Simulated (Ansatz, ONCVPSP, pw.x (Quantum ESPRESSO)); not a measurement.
W (Z = 74): does the ONCV potential hold in the solid?

W (Z = 74), optimised norm-conserving Vanderbilt (ONCV), made with ONCVPSP 4.0.1.1 (patched build) (PBE, scalar-relativistic). Core [Kr] 4d10 4f14, reference 5s2 5p6 5d4 6s2. Waves: 5s+6s: rc 2.00 bohr, ncon 4, nbas 8, qcut 5.8 1/bohr, 2 projectors; 5p: rc 1.60 bohr, ncon 4, nbas 8, qcut 7.3 1/bohr, 2 projectors, debl 2.7 Ha; 5d: rc 3.38 bohr, ncon 4, nbas 8, qcut 4.5 1/bohr, 2 projectors, debl 2.6 Ha. Local part: polynomial inside 1.25 bohr (lpopt 5, dvloc0 1 Ha). Core correction: polynomial model core, fcfact 0.5.

Atomic tests: cutoffs needed: 20 Ha and 25 Ha (the cutoffs (Ha) at which the residual kinetic energy of the hardest occupied pseudo-wave falls to 1 and 0.1 mHa per electron); ghost test: no bound ghost flagged; GHOST(+) flagged for s at 103.3 eV, d at 243.9 eV; largest excitation error: -70 meV (all-electron minus pseudo) for 5s2 5p6 5d4 6s0, out of 4 test configurations.

Crystal test: fcc W in pw.x 7.5, no spin, 14³ k-points, Fermi–Dirac smearing 0.01 Ry, cutoffs 60/240 Ry. The reference is all-electron LAPW (Ansatz 0.2.0) with the same functional, mesh and smearing; V0 and B0 come from Birch–Murnaghan fits to the pressures at five volumes. Errors are pseudo minus all-electron; Δ is the rms difference of the E(V) curves that follow from these fits, minima aligned, over ±6 % about the mean V0. Mesh and smearing are coarse, so the numbers serve the comparison and aren't converged zero-temperature values; the lattice is a test structure that the element need not adopt.

All-electron: a0 = 4.039 Å (V0 = 16.47 Å³/atom), B0 = 280.9 GPa.

**Question.** How far does the potential miss the all-electron equation of state?

**Answer.** mean pressure error (GPa): -3.09; a0 (Å): 4.024; a0 error (%): -0.38; B0 error (%): -5.7; Δ (meV/atom): 11.6. The largest radius (3.38 bohr) exceeds half the bond length (2.70 bohr), so the spheres overlap, which is one possible source of error among others.

```csv
V (Å³/atom),P all-electron (GPa),P pseudo (GPa)
15.654,15.90,11.29
16.066,7.42,3.73
16.478,-0.06,-3.02
16.890,-6.66,-9.00
17.302,-12.47,-14.32
```

**Question.** At the middle volume, how do free energy and pressure move when the wave cutoff is lowered (ecutrho kept at four times it)?

**Answer.**

```
cutoff (Ry)  shift of F (meV/atom)  shift of P (GPa)
         27                 +944.3             +1.10
         36                 +364.9            -14.10
         48                  +23.9             -2.70
```

The run at the middle volume (104 k-points, 7 iterations) took about 17 s on one core of a shared host (Neoverse-V2, 96 threads, 742 GiB, load 66).
